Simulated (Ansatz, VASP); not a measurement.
# One calculation of PbSe, two programs

INCAR

```
PREC = Accurate
ENCUT = 520
EDIFF = 1E-7
ISMEAR = 0
SIGMA = 0.05
LREAL = False
LASPH = True
NELM = 100
ALGO = Fast
ISIF = 2
LWAVE = False
LCHARG = True
LELF = True
LVHAR = True
NBANDS = 17
```

Contents of KPOINTS:

```
Automatic mesh
0
Gamma
  4 4 4
```

Contents of POSCAR:

```
PbSe
1.0
    0.0000000000      3.4041726572      3.4041726572
    3.4041726572      0.0000000000      3.4041726572
    3.4041726572      3.4041726572      0.0000000000
Pb Se
1 1
Direct
    0.0000000000      0.0000000000      0.0000000000
    0.2500000000      0.2500000000      0.2500000000
```

Input for Ansatz:

```yaml
crystal:
  lattice:
    - [0.0, 3.4041726572, 3.4041726572]
    - [3.4041726572, 0.0, 3.4041726572]
    - [3.4041726572, 3.4041726572, 0.0]
  atoms:
    - { symbol: Pb, position: [0.0, 0.0, 0.0] }
    - { symbol: Se, position: [0.25, 0.25, 0.25] }
basis:
  ecutwfc: 420
kpoints:
  mp_grid: { grid: [4, 4, 4] }
hamiltonian:
  xc: lda
scf:
  occupations: { method: gaussian, width: 0.05 }
output:
  forces: true
  stress: true
  eigenvalues: true
```

Measurements of this composition are mostly on another form, of space group No. 225.

Alike in both runs: task single point; functional LDA; k mesh 4 × 4 × 4; occupations gaussian, width 0.05 eV; no spin polarisation.

|  | VASP | Ansatz |
| --- | --- | --- |
| version | VASP 6.6.1 | Ansatz 0.2.0 |
| potentials or method | VASP PAW LDA potentials, release 64 (Pb_d, Se) | scalar-relativistic, plane waves, PAW |
| plane-wave cutoff (eV) | 520 | 420 |
| valence electrons in the cell | 20 | 30 |

Ansatz gave:

```
gap on the k mesh at the Fermi level (eV) : 0.43
least direct gap on the mesh (eV)         : 1.00
pressure (GPa)                            : -1.6
```

Which values does VASP return?

gap on the k mesh at the Fermi level (eV): 0.41; least direct gap on the mesh (eV): 0.99; pressure (GPa): -1.5.

The two sets of potentials don't hold the same shells in valence.

Caveats: spin-orbit coupling is left out, which as a rule narrows the gap of such compounds by several tenths of an eV. A k mesh can miss the band edges.
